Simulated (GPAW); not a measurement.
# TiTe2 (P-3m1) in GPAW: single point with PBE

Aim: the single point of TiTe2 with PBE.

Everything below comes from runs of GPAW 26.7.0. Logs are shortened: lines on timing, memory, paths and dates and some standing lists are left out, and cuts for length are marked. The log counts tension as positive stress, the text compression.

### Step 1. The structure

The structure is trigonal, space group P-3m1 (No. 164). Conventional cell: a = 3.777 Å, b = 3.777 Å, c = 6.498 Å, α = 90.00°, β = 90.00°, γ = 120.00°. Te (site symmetry 3m) is surrounded by 3 Ti at 2.77 Å. Ti (site symmetry -3m) has 6 Te at 2.77 Å as nearest neighbours.

### Step 2. Single point, PBE

run.py reads:

```python
from ase import Atoms
from ase.dft.bandgap import bandgap
from ase.io import write
from ase.units import GPa
from gpaw import GPAW, PW

atoms = Atoms(['Te', 'Te', 'Ti'],
              cell=[[3.777, 0.0, 0.0],
                    [-1.8885, 3.2709779501, 0.0],
                    [0.0, 0.0, 6.498]],
              scaled_positions=[[0.3333333333, 0.6666666667, 0.7372],
                                [0.6666666667, 0.3333333333, 0.2628],
                                [0.0, 0.0, 0.0]],
              pbc=True)

calc = GPAW(mode=PW(500),
            xc='PBE',
            kpts={'size': (7, 7, 4), 'gamma': True},
            occupations={'name': 'fermi-dirac', 'width': 0.05},
            nbands=24,
            maxiter=120,
            txt='gpaw.txt')
atoms.calc = calc
energy = atoms.get_potential_energy()
forces = atoms.get_forces()
stress = atoms.get_stress()
calc.write('gs.gpw')
write('result.traj', atoms)
print(f'Energy: {energy:.6f} eV')
print('Forces (eV/A):')
print(forces.round(4))
print('Stress (GPa):', (stress / GPa).round(3))
print('Fermi level:', round(calc.get_fermi_level(), 4), 'eV')
print(f'Gap: {bandgap(calc)[0]:.4f} eV, direct: {bandgap(calc, direct=True)[0]:.4f} eV')
```

Potentials or basis: GPAW PAW data sets (gpaw-data 1.2.1), pw.

Started as:

```sh
OMP_NUM_THREADS=1 python run.py
```

gpaw.txt:

```text
__  _  _
 | _ |_)|_||  |
 |__||  | ||/\| - 26.7.0

Input parameters:
  mode=PW(ecut=500.0),
  kpts=MonkhorstPack(size=(7, 7, 4), gamma=True),
  maxiter=120,
  nbands=24,
  occupations=Occupations(name='fermi-dirac', width=0.05),
  xc=XC(name='PBE')

Diagonalizing LCAO Hamiltonian
Converting LCAO to pw mode

        Te

            Te

       Ti

Atoms  # Å, Bohr magnetons
|   | symbol |         x |        y |        z |    initial magnetic moments |
|---|--------|-----------|----------|----------|-----------------------------|
| 0 |     Te | -0.000000 | 2.180652 | 4.790326 | ( 0.0000,  0.0000,  0.0000) |
| 1 |     Te |  1.888500 | 1.090326 | 1.707674 | ( 0.0000,  0.0000,  0.0000) |
| 2 |     Ti |  0.000000 | 0.000000 | 0.000000 | ( 0.0000,  0.0000,  0.0000) |

Unit cell  # Å
| periodic |         x |        y |        z |  lengths |     angles |
|----------|-----------|----------|----------|----------|------------|
|      yes |  3.777000 | 0.000000 | 0.000000 | 3.777000 |  90.000000 |
|      yes | -1.888500 | 3.270978 | 0.000000 | 3.777000 |  90.000000 |
|      yes |  0.000000 | 0.000000 | 6.498000 | 6.498000 | 120.000000 |

Number of symmetries: 12
Symmetry operations  # r_c * U_cc + t_c -> r_c
|    | kind |            matrix            |
|----|------|------------------------------|
|  0 |  σ   |  1, 1, 0,  0,-1, 0,  0, 0, 1 |
|  1 |  S6  |  1, 1, 0, -1, 0, 0,  0, 0,-1 |
|  2 |  E   |  1, 0, 0,  0, 1, 0,  0, 0, 1 |
|  3 |  C2  |  1, 0, 0, -1,-1, 0,  0, 0,-1 |
|  4 |  C2  |  0, 1, 0,  1, 0, 0,  0, 0,-1 |
|  5 |  C3  |  0, 1, 0, -1,-1, 0,  0, 0, 1 |
|  6 |  S6  |  0,-1, 0,  1, 1, 0,  0, 0,-1 |
|  7 |  σ   |  0,-1, 0, -1, 0, 0,  0, 0, 1 |
|  8 |  σ   | -1, 0, 0,  1, 1, 0,  0, 0, 1 |
|  9 |  i   | -1, 0, 0,  0,-1, 0,  0, 0,-1 |
| 10 |  C3  | -1,-1, 0,  1, 0, 0,  0, 0, 1 |
| 11 |  C2  | -1,-1, 0,  0, 1, 0,  0, 0,-1 |

BZ-sampling:
  Number of BZ points: 196
  Number of IBZ points: 28

  Monkhorst-Pack size: [7, 7, 4]
  Monkhorst-Pack shift: [0.0, 0.0, 0.125]

K-points  # in reciprocal-cell coordinates
|     |                                coordinates |     weight |
|-----|--------------------------------------------|------------|
|   0 | (  0.00000000,   0.00000000,   0.00000000) | 0.00510204 |
|   1 | (  0.00000000,   0.00000000,   0.25000000) | 0.01020408 |
|   2 | (  0.00000000,   0.00000000,   0.50000000) | 0.00510204 |
|   3 | (  0.14285714,   0.00000000,  -0.25000000) | 0.03061224 |
|   4 | (  0.14285714,   0.00000000,   0.00000000) | 0.03061224 |
|   5 | (  0.14285714,   0.00000000,   0.25000000) | 0.03061224 |
|   6 | (  0.14285714,   0.00000000,   0.50000000) | 0.03061224 |
|   7 | (  0.28571429,  -0.14285714,   0.00000000) | 0.03061224 |
|   8 | (  0.28571429,  -0.14285714,   0.25000000) | 0.06122449 |
|   9 | (  0.28571429,  -0.14285714,   0.50000000) | 0.03061224 |
| ... |                                            |            |
|  27 | (  0.42857143,   0.42857143,   0.50000000) | 0.03061224 |

Plane wave coefficients: 2054
Cutoff: 500.0 eV

Spin-components: 1 (collinear spins)
Bands:           24
Projectors:      16
Spin-degeneracy: 2
Datatype:        complex128

Parallelization:
  kpt:    1
  domain: 1
  band:   1

Density:
  Valence electrons: 24.0
  Components: 1
  Grid points: [20 20 35]
  Charge: 0.0  # |e|

Potential:
  Grid points: [20 20 35]

species:
  Te:
    name:    Tellurium
    Z:       52.0
    valence: 6
    core:    46
    charge:  0.0  # [|e|]
    compensation charges:
      type: gauss
      rc: 0.36  # [Å]
      lmax: 2
    cutoffs:
      filter: 2.09  # [Å]
      core: 3.17  # [Å]
    projectors
    | kind |    occ | energy [eV] | rcut [Å] |
    |------|--------|-------------|----------|
    |   5s |  2.000 |     -15.089 |    1.180 |
    |   5p |  4.000 |      -5.955 |    1.196 |
    |    s |        |      12.123 |    1.180 |
    |    p |        |      21.256 |    1.196 |
    |    d |        |       0.000 |    1.238 |

    Using partial waves for Te as LCAO basis

  Ti:
    name:    Titanium
    Z:       22.0
    valence: 12
    core:    10
    charge:  0.0  # [|e|]
    compensation charges:
      type: gauss
      rc: 0.38  # [Å]
      lmax: 2
    cutoffs:
      filter: 2.23  # [Å]
      core: 1.02  # [Å]
    projectors
    | kind |    occ | energy [eV] | rcut [Å] |
    |------|--------|-------------|----------|
    |   3s |  2.000 |     -62.623 |    1.270 |
    |   4s |  2.000 |      -4.466 |    1.270 |
    |   3p |  6.000 |     -38.862 |    1.058 |
    |   4p |  0.000 |      -1.466 |    1.058 |
    |   3d |  2.000 |      -4.258 |    1.058 |
    |    d |        |      22.953 |    1.058 |

    Using partial waves for Ti as LCAO basis

Reference energy: -392805.381149  # eV

eigensolver:
  PPCG
  Converge bands: occupied
  niter=2

density mixing:
  MSR1-Mixer
  Pratt-step length: 0.05
  Maximum mixing coefficient: 0.75
  Old densities: 10
  SVD Regularization: 0.005
  Good broyden scale: 1.0
  Trust region scale: 1.0
  Backstep threshold: 4.0
  History deletion threshold: 6.0
  Fourier metric: weight=20.0, sigma=0.015

occupation numbers:
  Fermi-Dirac:
    width: 0.0500  # eV

poisson solver:
  ecut: 4000.0  # eV

xc functional:
  name: PBE with 2 nearest neighbor stencil

convergence criteria:
- Maximum [total energy] change in last 3 cyles: 0.0005 eV / valence electron
- Maximum integral of absolute [dens]ity change: 0.0001 electrons / valence electron
- Maximum integral of absolute [eigenst]ate change: 4e-08 eV^2 / valence electron
maximum number of iterations: 120

SCF iterations
|iter     | |      energy | eigst |  dens |
|---------|-|-------------|-------|-------|
|iter:   1| |  -15.336121 | -0.04 |       |
|iter:   2| |  -15.294977 | -2.35 | -1.23 |
|iter:   3| |  -15.487555 | -1.56 | -1.27 |
|iter:   4| |  -15.337369 | -2.04 | -1.19 |
|iter:   5| |  -15.158509 | -2.61 | -1.32 |
|iter:   6| |  -15.161628 | -3.22 | -1.94 |
|iter:   7| |  -15.160161c| -4.07 | -2.45 |
|iter:   8| |  -15.160145c| -4.99 | -3.08 |
|iter:   9| |  -15.160144c| -6.83 | -3.83 |
|iter:  10| |  -15.160144c| -8.09c| -4.48c|

Converged in 10 steps
Energy contributions relative to reference atoms: (reference = -392805.381149)

Energy contributions:
  Kinetic:          25.228077
  Coulomb:         -25.428033
  Zero:              0.272236
  External:          0.000000
  Xc:              -15.227085
  Entropy:          -0.010680
  Spinorbit:         0.000000
  ----------------------------
  Free energy:     -15.165484
  Extrapolated:    -15.160144

dipole moment: (-6.004099, -10.399404, -20.659060)  # |e|*Ang

Fermi level: 6.633
Eigenvalues  # (at kpt = [0.000, 0.000, 0.000])
| band index |      eig [eV] | occ [0-2] |
|------------|---------------|-----------|
|          0 |       -50.814 |     2.000 |
|          1 |       -27.075 |     2.000 |
|          2 |       -27.075 |     2.000 |
|          3 |       -27.042 |     2.000 |
|          4 |        -5.732 |     2.000 |
|          5 |        -4.229 |     2.000 |
[... 9 lines left out ...]
|         15 |         9.718 |     0.000 |
|         16 |         9.718 |     0.000 |
|        ... |               |           |
|         23 |        17.491 |     0.000 |

No gap
No difference between direct/indirect transitions

Forces  # eV/Ang
|        x |       y |        z |
|----------|---------|----------|
|  0.00000 | 0.00000 |  0.01310 |  # Te   0
| -0.00000 | 0.00000 | -0.01310 |  # Te   1
|  0.00000 | 0.00000 |  0.00000 |  # Ti   2

Stress tensor  # eV/Ang^3
|         x |         y |         z |
|-----------|-----------|-----------|
| -0.003143 | -0.000000 |  0.000000 |
|  0.000000 | -0.003143 |  0.000000 |
|  0.000000 |  0.000000 | -0.005050 |

# Writing to gs.gpw (mode='')
```

Wall time 20 s (1 thread of Arm Neoverse V2, shared host); peak memory 0.17 GiB.

Results:

```
Free energy            : -15.1655 eV
Pressure               : 0.6 GPa
Largest force          : 0.013 eV/Å
Band gap on the k mesh : none (metal or under the smearing width)
```

Forces in eV/Å, atoms in the order of the input:
```
Te   0.000  0.000  0.013
Te   0.000  0.000 -0.013
Ti   0.000  0.000  0.000
```

Levels at points of the mesh, in eV from the Fermi level:
```
           k point  band 8  band 9  band 10  band 11  band 12  band 13  band 14  band 15  band 16  band 17
(0.00, 0.00, 0.00)   -1.66   -1.66     0.37     0.42     0.42     0.59     1.08     1.08     3.08     3.08
(0.00, 0.00, 0.50)   -2.63   -1.59    -1.59     0.41     0.41     0.77     0.77     1.05     3.51     3.51
```

Caveat: the cutoff is short for stress and forces, so pressures can be off by a GPa or more; this functional lacks dispersion, which binds the layers, so the pressure and a relaxed spacing across them are unreliable. The run has no spin-orbit coupling, so splittings on Te are missing.
